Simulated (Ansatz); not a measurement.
A band-structure calculation of ZnSnN2, ordered on the rocksalt lattice (Pmmn) with 8 atoms a cell with the plane-wave code Ansatz, at the level PBE. Cell and atoms come from a relaxation with r2SCAN.

```yaml
crystal:
  lattice:
    - [3.2102348802, 0.0, 0.0]
    - [0.0, 4.2915871166, 0.0]
    - [0.0, 0.0, 6.5800481296]
  atoms:
    - { symbol: Zn, position: [0.0, 0.0, 0.9006279581] }
    - { symbol: "N", position: [0.0, 0.5, 0.8658461588] }
    - { symbol: Zn, position: [0.5, 0.5, 0.0993720419] }
    - { symbol: "N", position: [0.5, 0.0, 0.1341538412] }
    - { symbol: Sn, position: [0.0, 0.0, 0.362476908] }
    - { symbol: "N", position: [0.0, 0.5, 0.4031389688] }
    - { symbol: Sn, position: [0.5, 0.5, 0.637523092] }
    - { symbol: "N", position: [0.5, 0.0, 0.5968610312] }
kpoints:
  mp_grid: { grid: [8, 6, 4] }
  band_path:
    path:
      - [[0.0, 0.0, 0.0], [0.5, 0.0, 0.0], [0.5, 0.5, 0.0], [0.0, 0.5, 0.0], [0.0, 0.0, 0.0], [0.0, 0.0, 0.5], [0.5, 0.0, 0.5], [0.5, 0.5, 0.5], [0.0, 0.5, 0.5], [0.0, 0.0, 0.5]]
      - [[0.5, 0.0, 0.0], [0.5, 0.0, 0.5]]
      - [[0.0, 0.5, 0.0], [0.0, 0.5, 0.5]]
      - [[0.5, 0.5, 0.0], [0.5, 0.5, 0.5]]
    npoints: 10
hamiltonian:
  xc: pbe
scf:
  occupations: { method: fermi_dirac, width: 0.02 }
  n_extra_bands: 6
output:
  forces: true
  stress: true
  eigenvalues: true
  write_density: true
  write_potential: true
  elf: true
  volumetric_format: npy
```

In the abridged output below, numbers in square brackets stand for lines, or ends of lines, that were taken out.
```
scf.n_extra_bands = 6 over 36 filled bands (N_el = 72.0): the run solves 42 bands
Pseudopotential: Zn, paw, valence charge 12, recommended cutoff 420 eV (normal)
Pseudopotential: N, paw, valence charge 5, recommended cutoff 420 eV (normal)
Pseudopotential: Sn, paw, valence charge 14, recommended cutoff 420 eV (normal)
Functional definition: PBE
Crystal: 8 atoms, lattice volume = 90.653 Å³
Basis set: ecut = 420 eV, 1757 PW (Γ)
Symmetry: 8 space group operations
Space group: Pmmn (ITA 59)
k-points: 60 of 192
SCF 1 converged in 8 iterations: F = -20219.828649 eV  dr2 = 5.30e-9
SCF converged after 8 iterations
Free energy (F): -20219.828649 eV
[1]
--- Forces (eV/Å), atoms counted from 1 ---
  atom   1  Zn      0.00000      0.00000    -0.05216
  atom   2  N       0.00000      0.00000      0.12374
  atom   3  Zn      0.00000      0.00000      0.05216
  atom   4  N       0.00000      0.00000    -0.12374
  atom   5  Sn      0.00000      0.00000    -0.01754
  atom   6  N       0.00000      0.00000    -0.08960
  atom   7  Sn      0.00000      0.00000      0.01754
  atom   8  N       0.00000      0.00000      0.08960
--- Stress (GPa, compression-positive) ---
        6.338632       0.000000       0.000000
        0.000000       6.842605       0.000000
        0.000000       0.000000       6.229989
  P = ⅓ Tr σ = 6.4704 GPa (64.704 kbar)
--- Band table (eV; the first three rows and the last of 60) ---
[2]
```

The rows of the band table are 0: (0, 0, 0) = Γ, 1: (0, 0, 1/4), 2: (0, 0, -1/2) = Z, 59: (-1/2, -1/2, -1/2) = R.

Problem. Fill in the blanks. They hold the Fermi energy and the band table.

Solution.
```
[1]
Fermi energy:    13.070841 eV
[2]
  k-point 0: bands = […, 9.8299, 11.7427, 11.7829, 11.9601, 11.9978, 12.4581, 13.3337, 13.3896, 17.9343, 18.2602, …]
  k-point 1: bands = […, 10.3266, 10.9892, 11.3113, 11.6377, 12.1331, 12.5167, 14.0158, 14.4568, 16.8520, 17.2222, …]
  k-point 2: bands = […, 10.0968, 10.7898, 10.8032, 11.4558, 12.3658, 12.4038, 15.0202, 15.4551, 16.0366, 16.1922, …]
  k-point 59: bands = […, 10.5671, 10.5671, 11.0139, 11.0139, 11.6584, 11.6584, 17.5154, 17.5154, 18.2982, 18.2982, …]
```
Only the leading digits can be foreseen; the rest is this run's record.

PBE gives an indirect gap of 0.53 eV, from R–T (0.70 of the way from R) to Γ; the least direct gap is 0.88 eV at Γ. With the atoms held, the mean pressure is +6.47 GPa (compression positive). The largest force is 0.12 eV/Å.

Command: `ansatz run input.yaml --threads 2 --pin off --max-ram 20275MiB --backend cpu --events-out ev --progress --plain --runs-dir out`. Wall time 9.6 s on 2 threads of AMD EPYC 7R13 Processor (Zen 3), on a shared host, load about 3.6 per core; peak host memory 0.8 GiB.

Simulation only: spin-unpolarised, and no claim that this is the phase found in nature.

Spin-orbit coupling is left out, which matters wherever the heavy atoms make up the band edges.
